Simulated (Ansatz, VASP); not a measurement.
Two plane-wave programs on Sn

The input INCAR:

```
PREC     = Accurate       # precision mode
ENCUT    = 520            # plane-wave cutoff, eV
EDIFF    = 1E-6           # SCF threshold, eV
ISMEAR   = 0              # smearing method
SIGMA    = 0.05           # smearing width, eV
LREAL    = False          # projectors in reciprocal space
LASPH    = True           # aspherical terms in the spheres
NELM     = 100            # most SCF steps
ALGO     = Fast           # electronic algorithm
ISIF     = 2              # what is computed and relaxed
LWAVE    = False          # write WAVECAR
LCHARG   = False          # write CHGCAR
ISPIN    = 2              # spin polarisation
MAGMOM   = 0.5            # initial moments
LORBIT   = 11             # projections on sites
NUPDOWN  = 1              # fixed moment
GGA      = B5             # functional
ALDAX    = 1.0          
AGGAX    = 1.0          
AGGAC    = 1.0          
ALDAC    = 0.0          
IVDW     = 12             # dispersion correction
VDW_S6   = 1.0          
VDW_S8   = 2.6996       
VDW_A1   = 0.4298       
VDW_A2   = 4.2359       
LHYPERFINE= True
```

KPOINTS

```
regular mesh
0
Gamma
  10 10 10
```

POSCAR

```
Sn
1.0
   -1.8946518192      1.8946518192      1.8946518192
    1.8946518192     -1.8946518192      1.8946518192
    1.8946518192      1.8946518192     -1.8946518192
Sn
1
Cartesian
    0.0000000000      0.0000000000      0.0000000000
```

File input.yaml:

```yaml
crystal:
  lattice:
    - [-1.8946518192, 1.8946518192, 1.8946518192]
    - [1.8946518192, -1.8946518192, 1.8946518192]
    - [1.8946518192, 1.8946518192, -1.8946518192]
  atoms:
    - { symbol: Sn, position: [0.0, 0.0, 0.0], spin: 1.0 }
hamiltonian:
  xc: blyp
  pseudopotentials: { kind: paw }
  dispersion: d3bj
magnetization:
  spin_polarized: true
  initial_magnetization: 1.0
  spin_locking: { lock_magnetization: hard }
kpoints:
  mp_grid: { grid: [10, 10, 10] }
scf:
  occupations: { method: gaussian, width: 0.05 }
output:
  forces: true
  stress: true
  eigenvalues: true
```

This isn't the form of Sn at room conditions, which is tetragonal (white tin).

Alike in both runs: functional BLYP; dispersion D3(BJ); k mesh 10 × 10 × 10; occupations gaussian, width 0.05 eV; collinear spin, ferromagnetic start; fixed moment 1 μB.

|  | VASP | Ansatz |
| --- | --- | --- |
| version | VASP 6.6.1 | Ansatz 0.2.0 |
| potentials or method | VASP PAW PBE potentials, release 64 (Sn_d) | Ansatz PAW |
| plane-wave cutoff (eV) | 520 | 420 |
| valence electrons in the cell | 14 | 14 |
| task | hyperfine couplings | single point |

|  | VASP | Ansatz | Ansatz less VASP |
| --- | --- | --- | --- |
| gap on the k mesh at the Fermi level (eV) | none | none | - |
| pressure (GPa) | 4.4 | 4.3 | -0.02 |
| net moment per atom (μB) | 1.00 | 1.00 | 0.000 |
| size of the moment on the site where the two differ most (μB) | 0.54 | 0.62 | +0.079 |
| dispersion energy (meV/atom) | -917.7 | -917.8 | -0.12 |

Site moments also hang on the region over which each program counts them. A gap of «none» marks a metal or a gap that the smearing closes.

Caveats: the total moment is fixed, so each spin has its own Fermi level; the PAW data sets were made with another functional, which shifts forces and pressure a little (VASP); the PAW data sets come from PBE, with cores solved anew for the run's functional, which leaves a small shift of forces and pressure (Ansatz); the thresholds are loose for stress (Ansatz).
